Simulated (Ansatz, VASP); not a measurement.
## Two plane-wave programs on CsI

```
CELL_PARAMETERS angstrom
4.56670 0.00000 0.00000
0.00000 4.56670 0.00000
0.00000 0.00000 4.47537
ATOMIC_POSITIONS crystal
Cs 0.00000 0.00000 0.00000
I 0.50000 0.50000 0.50000
```

Change from the starting cell: strain -0.0200 x Voigt [0, 0, 1, 0, 0, 0], atoms carried along.

Alike in both runs: task single point; functional LDA; k mesh 6 × 6 × 6; occupations gaussian, width 0.05 eV; no spin polarisation.

|  | VASP | Ansatz |
| --- | --- | --- |
| version | VASP 6.6.1 | Ansatz 0.2.0 |
| potentials or method | VASP PAW LDA potentials, release 64 (Cs_sv, I) | scalar-relativistic, plane waves, PAW |
| plane-wave cutoff (eV) | 520 | 420 |
| valence electrons in the cell | 16 | 26 |

```tsv
	VASP	Ansatz	Ansatz less VASP
gap on the k mesh at the Fermi level (eV)	3.54	3.53	-0.007
least direct gap on the mesh (eV)	3.62	3.61	-0.010
pressure (GPa)	-1.1	-1.2	-0.07
largest component of the traceless stress (GPa)	0.24	0.24	0.000
```

The two sets of potentials don't hold the same shells in valence.

Caveats: spin-orbit coupling is left out, which moves the levels of the heavy elements. A k mesh can miss the band edges.
